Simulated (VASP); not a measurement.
**PtS2: relaxation of cell and atoms with PBEsol+D4**

PtS2:

```xyz
3
Lattice="3.5432 0.0000 0.0000 -1.7716 3.0685 0.0000 0.0000 0.0000 5.0388" Properties=species:S:1:pos:R:3 pbc="T T T"
Pt    0.0000    0.0000    0.0000
S     1.7716    1.0228    3.8950
S     0.0000    2.0457    1.1438
```

```yaml
Program: VASP 6.6.1
Task: relaxation of cell and atoms
Functional: PBEsol
Dispersion: D4
Potentials_or_basis: VASP PAW PBE potentials, release 64 (Pt, S)
Cutoff: 600 eV
k_mesh: 9 × 9 × 5
Occupations: fermi-dirac, width 0.05 eV
Spin: no spin polarisation
Further_INCAR_settings: ALGO = Fast; EDIFF = 1e-06; IBRION = 2; EDIFFG = -0.02; NSW = 40; ISIF = 3
```

- Relaxed volume: 16.48 Å³/atom
- Relaxed cell: a = 3.564 Å, b = 3.564 Å, c = 4.493 Å, α = 90.00°, β = 90.00°, γ = 120.00°
- Space group after relaxing (to 0.05 Å): P-3m1 (No. 164)
- Energy gained by relaxing: 42.1 meV/atom
- Ionic steps: 24
- Pressure after relaxing: 0.0 GPa
- Largest force after relaxing: 0.009 eV/Å
- Band gap on the k mesh: none (metal or under the smearing width)
- Dispersion energy per atom: -0.278 eV

Forces on the atoms (eV/Å):
```
Pt   0.000  0.000  0.000
S    0.000  0.000 -0.009
S    0.000  0.000  0.009
```

Step by step:
```tsv
step	energy change (eV)	largest force (eV/Å)	pressure (GPa)	volume (Å³)
1	0.0000	0.9376	4.05	54.78
2	0.0478	0.5086	-8.45	58.52
3	-0.0332	0.3277	-1.37	56.19
4	-0.0495	0.2193	-1.04	55.54
5	-0.0603	0.0540	-0.51	54.57
6	-0.0604	0.0315	-0.43	54.44
7	-0.0708	0.0990	0.21	53.68
8	-0.0929	0.3112	2.48	51.38
9	-0.0576	0.7154	9.33	46.78
10	-0.0926	0.4844	4.20	50.27
11	-0.0943	0.4761	4.14	50.22
12	-0.0993	0.4492	3.88	50.04
13	-0.1080	0.3954	3.45	49.69
14	-0.1190	0.2787	2.69	48.98
15	-0.1044	0.0147	1.78	47.50
16	-0.1199	0.2373	2.50	48.63
17	-0.1198	0.2131	2.38	48.49
18	-0.1223	0.1783	1.87	48.74
19	-0.1258	0.0769	0.28	49.46
20	-0.1259	0.0635	0.09	49.56
21	-0.1259	0.0606	0.05	49.58
22	-0.1260	0.0551	0.03	49.56
23	-0.1261	0.0397	0.00	49.52
24	-0.1263	0.0087	-0.03	49.44
```

Final structure:
```xyz
3
Lattice="3.5645 0.0000 0.0000 -1.7822 3.0869 0.0000 0.0000 0.0000 4.4931" Properties=species:S:1:pos:R:3 pbc="T T T"
Pt    0.0000    0.0000    0.0000
S     1.7822    1.0290    3.3028
S     0.0000    2.0580    1.1902
```

Levels at points of the mesh, in eV from the Fermi level:
| k point | band 9 | band 10 | band 11 | band 12 | band 13 | band 14 |
| --- | --- | --- | --- | --- | --- | --- |
| (0.00, 0.00, 0.00) | -1.60 | -1.60 | 0.28 | 1.03 | 1.03 | 3.19 |

Run time: 9.5 min on 1 thread of Intel(R) Xeon(R) Platinum 8259CL CPU @ 2.50GHz (Skylake/Cascade Lake), with other jobs on the host, peak memory 0.22 GiB.

Caveat: the PAW data sets were made with another functional, which shifts forces and pressure a little; pairwise dispersion overbinds metals, which lowers pressure and volume. The run has no spin-orbit coupling, so splittings on Pt are missing.
